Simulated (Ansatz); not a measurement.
Starting structure, H over the place (3/4, 2/4) of the surface cell, counted from the highest slab atom, its height relaxed (Sn, I4/mmm (No. 139), (1 0 1) face):

```
CELL_PARAMETERS angstrom
3.23465 0.00000 0.00000
-1.61733 3.00604 0.00000
0.00000 0.00000 24.45316
ATOMIC_POSITIONS crystal
Sn 0.28947 0.57894 0.34760
Sn 0.60681 0.21362 0.45286
Sn 0.92360 0.84720 0.55815
H 0.67360 0.34720 0.59087
```

These are results of DFT PBEsol, scalar-relativistic, plane waves, PAW (Ansatz), not measurements. Cutoff 420 eV; k points 10×10×1 on the computed 4-atom cell (Γ-centred); Gaussian smearing, width 0.10 eV; no spin polarisation. A dipole correction removes the field between periodic images along c.

Atoms 1, 2, 3 (counted from 1) are held. Atom 4 may move along c only. The cell is fixed. Force threshold 0.02 eV/Å.

| step | E − E_final (eV) | largest force (eV/Å) |
| --- | --- | --- |
| 1 | 0.233 | 1.264 |
| 2 | 0.051 | 0.594 |
| 3 | 0.001 | 0.057 |
| 4 | 0.000 | 0.007 |

**Question.** What is the final structure?

**Answer.**
```
Sn H
1.0
     3.23465    0.00000    0.00000
    -1.61733    3.00604    0.00000
     0.00000    0.00000   24.45316
Sn H
3 1
Cartesian
  0.0000 1.7403 8.5000
  1.6173 0.6422 11.0740
  1.6173 2.5467 13.6486
  3.2347 4.0498 14.8174
```

The end is the local minimum or symmetric point that this start leads to.

The reference crystal is a form of Sn, which isn't its usual structure.

Cost: 1 run of about 1.5 core-minutes, on Intel Xeon Platinum 8175M (Skylake/Cascade Lake) (shared hosts).